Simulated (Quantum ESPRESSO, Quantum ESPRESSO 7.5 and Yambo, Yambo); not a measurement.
# BeTe (F-43m): bands and cutoff in G0W0 with Yambo

What does each rung of G0W0 on BeTe (F-43m) cost, and what does it buy?

Program: Quantum ESPRESSO 7.5 and Yambo 5.3.0. Level of theory: PBE and many-body steps on it, plane waves. Results are calculated unless marked as measured.

The database entry behind the starting cell differs from later determinations by our own check (an axis about 1.5 % short against later determinations), so it need not match the best structure at ambient conditions.

## 1. Set-up

The structure is cubic, space group F-43m (No. 216). Conventional cell: a = 5.540 Å, b = 5.540 Å, c = 5.540 Å, α = 90.00°, β = 90.00°, γ = 90.00°. Be has 4 Te at 2.40 Å nearest. Nearest to Te lie 4 Be at 2.40 Å. Farther neighbours and most contacts between anions are not listed.

The cell and positions come from the Crystallography Open Database and are kept as given unless a step says otherwise. Spin-orbit coupling is left out unless a step names it.

## 2. Empty states on the mesh, 4×4×4 mesh, 283 bands

This step: Quantum ESPRESSO 7.5; DFT, PBE, plane waves, norm-conserving pseudopotentials.

The sums over transitions need many empty states on a uniform mesh; this step solves for them.

pw.in

```
&control
  calculation = 'nscf'
  prefix = 'x'
  outdir = 'o'
  pseudo_dir = 'pseudo'
/
&system
  ibrav = 0
  nat = 2
  ntyp = 2
  ecutwfc = 76.0
  nbnd = 283
  force_symmorphic = .true.
/
&electrons
  conv_thr = 1e-9
  electron_maxstep = 80
  diago_full_acc = .true.
  diago_thr_init = 5e-6
/
ATOMIC_SPECIES
  Be 9.012 Be.upf
  Te 127.6 Te.upf
CELL_PARAMETERS angstrom
  0.0000000000 2.7700000000 2.7700000000
  2.7700000000 0.0000000000 2.7700000000
  2.7700000000 2.7700000000 -0.0000000000
ATOMIC_POSITIONS crystal
  Be 0.0000000000 0.0000000000 0.0000000000
  Te 0.2500000000 0.2500000000 0.2500000000
K_POINTS automatic
  4 4 4 0 0 0
```

On the command line:

```sh
> OMP_NUM_THREADS=1 mpirun -n 4 pw.x -nk 4 -in pw.in > pw.out
```

Log:

```text
Program PWSCF v.7.5 starts

     This program is part of the open-source Quantum ESPRESSO suite
     for quantum simulation of materials; please cite
         "P. Giannozzi et al., J. Phys.:Condens. Matter 21 395502 (2009);
         "P. Giannozzi et al., J. Phys.:Condens. Matter 29 465901 (2017);
         "P. Giannozzi et al., J. Chem. Phys. 152 154105 (2020);
     in publications or presentations arising from this work. More details at

     Atomic positions and unit cell read from directory:
     o/x.save/

     Message from routine setup:
[...]
k =-0.3536-0.3536 0.3536 (  3214 PWs)   bands (ev):

[...]
73.3422  74.1205  74.1205  77.0629  77.6512  77.6512  78.6341  79.8585
     [... 24 further rows ...]
   191.2705 191.2705 192.7222 193.6850 195.8085 195.8085 198.5706 198.6895
   198.6895 199.4281 199.4281

          k = 0.3536 0.0000 0.0000 (  3207 PWs)   bands (ev):

     [... further k-points ...]

     highest occupied, lowest unoccupied level (ev):     8.4374   10.3016

     XML data file, pseudopotentials, collected wavefunctions

=------------------------------------------------------------------------------=
   JOB DONE.
=------------------------------------------------------------------------------=
```

Run time: 19 s. Hardware: 4 MPI ranks of Arm Neoverse V2, shared host; peak memory 0.53 GiB.

Numbers from this step:

```
gap                                                           : 1.864 eV
k of the valence top                                          : 0, 0, 0
k of the conduction bottom                                    : 0, -0.5, -0.5
least direct gap                                              : 3.606 eV
k points computed                                             : 8
lowest point of the top converged band, above the valence top : 185.0245 eV
```

On this mesh the gap is 1.864 eV.

The density comes from a self-consistent run that is not shown.

## 3. Conversion and set-up

This step: Yambo 5.3.0; conversion and set-up on PBE, plane waves, norm-conserving pseudopotentials.

The states are converted to the many-body program's format and the q mesh is built.

On the command line:

```sh
> (cd o/x.save; p2y > p2y.log; mv SAVE ../..); yambo > setup.log
```

Log:

```text
 Yambo, version 5.3.0

 [02] CORE Variables Setup
 =========================

  [02.01] Unit cells
  ==================

  Cell kind             :  FCC
  Atoms in the cell     :  Be  Te
  number of Be atoms    :  1
  number of Te atoms    :  1

  List of atomic masses
  Mass of Be    :  9.012000
  Mass of Te    :  127.6000

  List of atomic coordinates    : [cc]
  Be1       :  0.000000  0.000000  0.000000  order 1
  Te1       :  2.617271  2.617271  2.617271  order 2

  Alat factors          :  5.234541  5.234541  5.234541 [a.u.]
  Direct lattice volume :  286.8573 [a.u.]
[...]
==========================================

 IBZ Q-points                                      :   8
 BZ  Q-points                                      :   64

 K/Q-points units:
 rlu = crystal or reduced units; cc = cartesian coordinates; iku = interal k-units

 Q [1]          [rlu]:  0.000000  0.000000  0.000000
 Q [2]          [rlu]: -0.61447E-17 -0.61447E-17  0.25000
 Q [3]          [rlu]:  0.12289E-16  0.12289E-16 -0.50000
[...]
Q [7]          [rlu]: -0.44291E-16 -0.50000     -0.50000
 Q [8]          [rlu]:  0.250000 -0.500000 -0.250000

  [03.01] X indexes
  =================

   [03.01.01] Sigma indexes
   ========================

 [06] Game Over & Game summary
```

The job ended after 1.9 s (1 MPI rank; peak memory 0.24 GiB).

## 4. 44 bands, 74.8 eV

G0W0 replaces the xc potential by the self-energy, built once from these orbitals. Only a window of levels is corrected, while the sums run over the empty bands that the input names.

This step: G0W0 on PBE, plane waves, norm-conserving pseudopotentials.

gw1.in

```
HF_and_locXC
gw0
dyson
ppa
em1d
rim_cut
RandQpts= 1000000
RandGvec= 1 RL
EXXRLvcs= 76 Ry
VXCRLvcs= 304 Ry
Chimod= "HARTREE"
% BndsRnXp
 1 | 44 |
%
NGsBlkXp= 5.5 Ry
% LongDrXp
 1 | 1 | 1 |
%
% GbndRnge
 1 | 44 |
%
DysSolver= "n"
ExtendOut
PPAPntXp= 27.21138 eV
% QPkrange
 1 | 1 | 9 | 12 |
 7 | 7 | 9 | 12 |
%
```

On the command line:

```sh
> OMP_NUM_THREADS=1 mpirun -n 4 yambo -F gw1.in -J gw1 -C gw1 > gw1.log
```

Log:

```text
 Yambo, version 5.3.0

 [02] CORE Variables Setup
 =========================

  [... cell, symmetries and grids as in the set-up ...]

  [02.05] Energies & Occupations
  ==============================

  [X] === General ===
  [X] Electronic Temperature                        :  0.000000  0.000000 [eV K]
  [X] Bosonic    Temperature                        :  0.000000  0.000000 [eV K]
  [X] Finite Temperature mode                       : no
  [X] El. density                                   :  0.47050E+24 [cm-3]
  [X] Fermi Level                                   :  8.437427 [eV]

  [X] === Gaps and Widths ===
  [X] Conduction Band Min                           :  1.864207 [eV]
  [X] Valence Band Max                              :  0.000000 [eV]
  [X] Filled Bands                                  :  10
  [X] Empty Bands                                   :   11  283
  [X] Direct Gap                                    :  3.605898 [eV]
  [X] Direct Gap localized at k                     :  1
  [X] Indirect Gap                                  :  1.864207 [eV]
  [X] Indirect Gap between kpts                     :   1   7
  [X] Last valence band width                       :  3.441678 [eV]
  [X] 1st conduction band width                     :  3.469896 [eV]

 [03] Transferred momenta grid and indexing
 ==========================================

 IBZ Q-points                                      :   8
 BZ  Q-points                                      :   64

 K/Q-points units:
 rlu = crystal or reduced units; cc = cartesian coordinates; iku = interal k-units

 Q [1]          [rlu]:  0.000000  0.000000  0.000000
 Q [2]          [rlu]: -0.61447E-17 -0.61447E-17  0.25000
 Q [3]          [rlu]:  0.12289E-16  0.12289E-16 -0.50000
 Q [4]          [rlu]:  0.22146E-16  0.25000      0.25000
 Q [5]          [rlu]: -0.24636E-16  0.25000      0.50000
 Q [6]          [rlu]:  0.12289E-16  0.25000     -0.25000
 Q [7]          [rlu]: -0.44291E-16 -0.50000     -0.50000
 Q [8]          [rlu]:  0.250000 -0.500000 -0.250000

 [04] Coloumb potential Random Integration (RIM)
 ===============================================

  [04.01] RIM initialization
  ==========================

  * Diagonal components only detected *

  8 x (sBL volume)        :  0.108090 [a.u.]
  sBZ random points       :  1000000
  Points outside the sBZ  :   7987327
  RL volume               :  0.864716 [a.u.]
  Integrated volume       :  0.866088 [a.u.]

  [04.02] RIM integrals
  =====================

  Gamma point sphere radius             :  0.086406 [a.u.]
  Points outside the sphere             :   799513
  [Int_sBZ(q=0) 1/q^2]*(Vol_sBZ)^(-1/3) =:  7.764325
                                 should be <:  7.795600

  Summary of Coulomb integrals for non-metallic bands |Q|[au] RIM/Bare

  Q [1] 0.100000E-4 0.995988 * Q [2] 0.259879 1.065884
  Q [4] 0.300083 1.064810 * Q [6] 0.424381 1.027704
  Q [5] 0.497631 1.020409 * Q [3] 0.519759 1.018308
  Q [7] 0.600166 1.014905 * Q [8] 0.671006 1.011860

 [WARNING] [Xp] User bands 1-44 break level degeneracy

 [05] Dipoles
 ============

  [05.01] Setup: observables and procedures
  =========================================

 [06] Dynamic Dielectric Matrix (PPA)
 ====================================

 [WR./gw1//ndb.pp]---------------------------------------------------------------
  Brillouin Zone Q/K grids (IBZ/BZ)                :    8   64    8   64
  RL vectors                                       :   3943 [WF]
  Coulomb cutoff potential                         : none
  Electronic Temperature                           :  0.000000 [K]
  Bosonic    Temperature                           :  0.000000 [K]
  PPA    diel. fun.  energies                      : Perdew, Burke & Ernzerhof(X)+Perdew, Burke & Ernzerhof(C)
  wavefunctions                                    : Perdew, Burke & Ernzerhof(X)+Perdew, Burke & Ernzerhof(C)
  Global Gauge                                     : length
  X matrix size                                    :   89
  X band range                                     :    1   44
  X e/h energy range                               : -1.000000 -1.000000 [eV]
  X Time ordering                                  : R
  X Hxc Kernel                                     : HARTREE
  X Drude frequency                                :  0.000000  0.000000
  X poles                                          :  100.0000 [o/o]
  RL vectors in the sum                            :   3943
  [r,Vnl] included                                 : yes
  Field direction                                  :  0.577350E-5  0.577350E-5  0.577350E-5
  BZ energy Double Grid                            : no
  BZ energy DbGd points                            : 0
  BZ Q point size factor                           : -1.000000
  X Optical Averaged directions                    : none

 [07] Local Exchange-Correlation + Non-Local Fock
 ================================================

 [VXC] Plane waves :  25749
 [EXS] Plane waves :   3215

 QP @ state[ 1 ] K range:  1  1
 QP @ state[ 1 ] b range:   9  12
 QP @ state[ 2 ] K range:   7   7
 QP @ state[ 2 ] b range:   9  12

 [xc] Functional : Perdew, Burke & Ernzerhof(X)+Perdew, Burke & Ernzerhof(C)
 [xc] LIBXC used to calculate xc functional
  PP Number of Atomic Species                      :  2
  NLCC RL compoments                               :  25749
  PP Number of Atomic Species                      :  2
  NLCC RL compoments                               :  25749

 [xc] E_xc :  -12.33430 [Ha]
      E_xc :  -24.66860 [Ry]

  Local XC kind (lXC) : Perdew, Burke & Ernzerhof(X)+Perdew, Burke & Ernzerhof(C)
  Non-Local XC kind (nlXC) : Hartree-Fock

  Corrections @ K [1] :  [eV]
 <9|nlXC|9> = -15.32537 -0.65840E-17 <9|lXC|9> = -12.66958 -0.75527E-15
 <10|nlXC|10> = -15.32525  0.26063E-17 <10|lXC|10> = -12.66958  0.18881E-15
 <11|nlXC|11> = -5.826542 -0.23834E-18 <11|lXC|11> = -10.43606  0.37369E-19
 <12|nlXC|12> = -5.826787  0.31771E-17 <12|lXC|12> = -10.43606  0.18882E-15

  Corrections @ K [7] :  [eV]
 <9|nlXC|9> = -14.87692  0.81457E-17 <9|lXC|9> = -11.44079 -0.14023E-19
 <10|nlXC|10> = -14.87696 -0.11399E-16 <10|lXC|10> = -11.44079 -0.94408E-16
 <11|nlXC|11> = -5.042728 -0.53954E-17 <11|lXC|11> = -8.978121 -0.36514E-16
 <12|nlXC|12> = -5.563483 -0.15817E-17 <12|lXC|12> = -9.758901  0.59003E-16

 [08] Dyson equation: Newton solver
 ==================================

  [08.01] G0W0 (W PPA)
  ====================

  [  GW  ] Bands range     :    1   44
  [GW/PPA] G damping       :  0.100000 [eV]

  QP @ state[ 1 ] K range:  1  1
  QP @ state[ 1 ] b range:   9  12
  QP @ state[ 2 ] K range:   7   7
  QP @ state[ 2 ] b range:   9  12

   Sc/G bands                                       :    1   44
   Sc/G damping                                     :  0.100000 ev
   Sc bands terminator                              : no
   Sx RL components                                 :   3215

   QP @ state[ 1 ] K range                          :  1  1
   QP @ state[ 1 ] b range                          :   9  12
   QP @ state[ 2 ] K range                          :   7   7
   QP @ state[ 2 ] b range                          :   9  12
   GF energies kind                                 : Perdew, Burke & Ernzerhof(X)+Perdew, Burke & Ernzerhof(C)
   GF WF`s kind                                     : Perdew, Burke & Ernzerhof(X)+Perdew, Burke & Ernzerhof(C)
   Xs energies kind                                 : Perdew, Burke & Ernzerhof(X)+Perdew, Burke & Ernzerhof(C)
   Xs WF`s kind                                     : Perdew, Burke & Ernzerhof(X)+Perdew, Burke & Ernzerhof(C)

 [11] Game Over & Game summary
```

The job ended after 13 s (4 MPI ranks; peak memory 1.4 GiB).

This step gave:

| Item | Value |
| --- | --- |
| G0W0 gap on the points computed | 3.083 eV |
| starting gap on the mesh | 1.864 eV |
| k of the valence top | 0, 0, 0 |
| k of the conduction bottom | 0, -0.5, -0.5 |
| least direct G0W0 gap on the computed points | 5.179 eV |
| Z at the valence top | 0.8111 |
| Z at the conduction bottom | 0.8209 |

The gap on the mesh goes from 1.86 eV to 3.08 eV, a correction of +1.22 eV.

[end of part 1 of 2]

[Paths, hosts, dates, memory and timing lines, banners, echoed tables and standing remarks are left out of the program output.]

[Logs are printed without paths, hosts, clocks, repeated set-up lines and the standing remarks that a program may print on its own settings, such as how far it seeks lower states.]

[Runs of the session that timed out or met a known fault of the program may be left out.]

[Hosts, paths, dates, database ids (printed as entryN), source tags and the programs' standing remarks are cut or masked in the printed files.]
